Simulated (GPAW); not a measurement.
AlCo: band structure with PBEsol+U

The system is AlCo.

```
Co Al
1.0
     2.81940    0.00000    0.00000
     0.00000    2.81940    0.00000
     0.00000    0.00000    2.81940
Co Al
1 1
Direct
  0.50000 0.50000 0.50000
  0.00000 0.00000 0.00000
```

The cell is a database's computed one.

| Property | Result |
| --- | --- |
| Program | GPAW 26.7.0 |
| Task | band structure |
| Functional | PBEsol |
| Potentials or basis | PAW data sets generated in the run's folder for this functional |
| Cutoff | 600 eV |
| Basis | pw |
| k mesh | 9 × 9 × 9 |
| Occupations | fermi-dirac, width 0.05 eV |
| Spin | collinear spin, ferromagnetic start |
| Starting moments | [2.0, 0.0] μB |
| Hubbard terms | Co d U = 4 eV |
| Maxiter | 150 |
| Band path | GXMGRX,MR |
| Band points | 100 |

The pressure is 5.9 GPa, the band gap along the path is none (metal or under the smearing width) and the net moment is 0.62 μB per cell. The site moments are Co +0.87; Al -0.07 μB.

Levels at the corners of the path, in eV from the Fermi level:
Spin up:
```
point  band 3  band 4  band 5  band 6  band 7  band 8  band 9  band 10
    Γ   -3.85   -1.45   -1.45   -1.45    6.60    6.60    6.60     9.00
    X   -3.36   -2.28   -2.28   -1.34   -0.68    8.95   11.27    11.27
    M   -2.29   -2.29   -2.10   -2.10   -1.32    2.43    3.55    13.59
    Γ   -3.85   -1.45   -1.45   -1.45    6.60    6.60    6.60     9.00
    R   -4.30   -1.28   -1.28    2.84    2.84    2.84    4.87     5.56
    X   -3.36   -2.28   -2.28   -1.34   -0.68    8.95   11.27    11.27
    M   -2.29   -2.29   -2.10   -2.10   -1.32    2.43    3.55    13.59
    R   -4.30   -1.28   -1.28    2.84    2.84    2.84    4.87     5.56
```
Spin down:
```tsv
point	band 3	band 4	band 5	band 6	band 7	band 8	band 9	band 10
Γ	-1.47	-0.80	-0.80	-0.80	6.42	6.42	6.42	9.79
X	-1.73	-1.73	-0.67	-0.59	2.40	8.66	11.12	11.12
M	-2.50	-1.98	-1.51	-1.51	2.12	3.88	3.96	13.35
Γ	-1.47	-0.80	-0.80	-0.80	6.42	6.42	6.42	9.79
R	-4.03	2.17	2.17	2.70	2.70	2.70	4.64	5.75
X	-1.73	-1.73	-0.67	-0.59	2.40	8.66	11.12	11.12
M	-2.50	-1.98	-1.51	-1.51	2.12	3.88	3.96	13.35
R	-4.03	2.17	2.17	2.70	2.70	2.70	4.64	5.75
```

It took 41 s on 1 thread of Arm Neoverse V1, on a shared host, peak memory 0.24 GiB.

Caveat: the U is typed as a test and isn't derived for this compound. The state reached can hang on the start; a lower one may exist.
